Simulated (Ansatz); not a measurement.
# Relaxing CoSi₂

Computed with DFT PBE, scalar-relativistic, plane waves, PAW in Ansatz. Run with 420 eV cutoff, 10×10×8 k-mesh, Gaussian smearing of 0.10 eV, no spin polarisation.

What was changed: uniaxial strain along c, with a, b and atoms relaxed: +1.5 %.

Command:

```bash
ansatz run input.yaml --threads 1 --pin off --max-ram 2560MiB --backend cpu --events-out ev --progress --plain --runs-dir out
```

Input:

```yaml
crystal:
  lattice:
    - [2.6698892889, 2.6698892889, 0.0]
    - [-2.6698892889, 2.6698892889, 0.0]
    - [0.0, 0.0, 5.4402762926]
  atoms:
    - { symbol: Co, position: [0.0, 0.0, 0.0] }
    - { symbol: Co, position: [0.5, 0.5, 0.5] }
    - { symbol: Si, position: [0.0, 0.5, 0.75] }
    - { symbol: Si, position: [0.5, 0.0, 0.75] }
    - { symbol: Si, position: [0.5, 0.0, 0.25] }
    - { symbol: Si, position: [0.0, 0.5, 0.25] }
basis:
  ecutwfc: 420
kpoints:
  mp_grid: { grid: [10, 10, 8] }
hamiltonian:
  xc: pbe
scf:
  occupations: { method: gaussian, width: 0.1 }
output:
  forces: true
  stress: true
  eigenvalues: true
relax:
  adjacent_minimum: "off"
  f_tol: 0.008
  max_steps: 40
  cell: { stress_tol: 0.015, fix: [c, angles] }
```

F is the free energy. Steps run on the plane waves of an earlier cell, but the last one, and at times one on the way, on a freshly chosen basis, so a repeated geometry can differ a little in energy. The held parts of the cell keep their stress, so P needn't end at zero.

Steps:

```csv
step,F − F(1) (eV),largest force component (eV/Å),V (Å³/atom),P (GPa)
1,0.0000,0.000,12.927,-1.30
2,-0.0007,0.000,12.896,-0.88
3,-0.0009,0.000,12.874,-0.57
4,-0.0008,0.000,12.874,-0.57
```

Relaxed structure:

```cif
data_structure
_symmetry_space_group_name_H-M 'P 1'
_symmetry_Int_Tables_number 1
_cell_length_a 3.7681
_cell_length_b 3.7681
_cell_length_c 5.4403
_cell_angle_alpha 90.000
_cell_angle_beta 90.000
_cell_angle_gamma 90.000
_cell_volume 77.24
loop_
_atom_site_label
_atom_site_type_symbol
_atom_site_fract_x
_atom_site_fract_y
_atom_site_fract_z
_atom_site_occupancy
Co1 Co 0.00000 0.00000 0.00000 1
Co2 Co 0.50000 0.50000 0.50000 1
Si1 Si 0.00000 0.50000 0.75000 1
Si2 Si 0.50000 0.00000 0.75000 1
Si3 Si 0.50000 0.00000 0.25000 1
Si4 Si 0.00000 0.50000 0.25000 1
```

It takes space group I4/mmm (No. 139, tetragonal). The conventional cell has a = 3.768 Å, b = 3.768 Å, c = 5.440 Å, α = 90.00°, β = 90.00°, γ = 90.00°. Around Co (site symmetry 4/mmm) lie 8 Si at 2.32 Å. Around Si (site symmetry -4m2) lie 4 Co at 2.32 Å and 6 Si at 2.66 to 2.72 Å.

The run converged. Time: 2.7 min on 1 thread of Intel(R) Xeon(R) Processor @ 2.50GHz (Skylake/Cascade Lake), with other jobs on the host, peak memory 0.51 GiB.